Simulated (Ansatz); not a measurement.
**Re: pressure against volume, fitted**

```yaml
crystal:
  lattice:
    - [0.00000, 1.97500, 1.97500]
    - [1.97500, 0.00000, 1.97500]
    - [1.97500, 1.97500, 0.00000]
  atoms:
    - { symbol: Re, position: [0.00000, 0.00000, 0.00000] }
```

The cell comes from COD entry 1534939, which wasn't checked; take it as a given geometry.

No spin–orbit coupling, which matters for the heavy atoms here.

Theory: DFT, PBE, all-electron LAPW, scalar-relativistic (Ansatz 0.2.0).

Sampling and basis: a Γ-centred 14×14×14 k mesh, Fermi–Dirac smearing of 0.03 eV, basis error target 1 meV/atom, no spin polarisation.

The cell is scaled evenly. Fractional coordinates are held (clamped ions).

| V (Å³/atom) | P (GPa) |
| --- | --- |
| 14.491 | 13.39 |
| 14.791 | 5.23 |
| 14.945 | 1.36 |
| 15.099 | -2.29 |
| 15.253 | -5.75 |
| 15.407 | -9.03 |
| 15.562 | -12.13 |
| 15.716 | -15.07 |
| 15.870 | -17.84 |
| 16.024 | -20.47 |
| 16.332 | -25.29 |

(1) Fit a third-order Birch–Murnaghan curve to the pressures.

(2) Predict the pressure at the withheld volume, 14.483 Å³/atom.

## Answers

(1) P = (3B0/2)(y^(7/2) − y^(5/2))[1 + (3/4)(B0′ − 4)(y − 1)] with y = (V0/V)^(2/3) fits within 0.01 GPa for V0 = 15.002 Å³/atom, B0 = 358.5 GPa and B0′ = 4.38.

(2) There y = 1.0237, so the fit gives 13.62 GPa; the run gave 13.61 GPa.
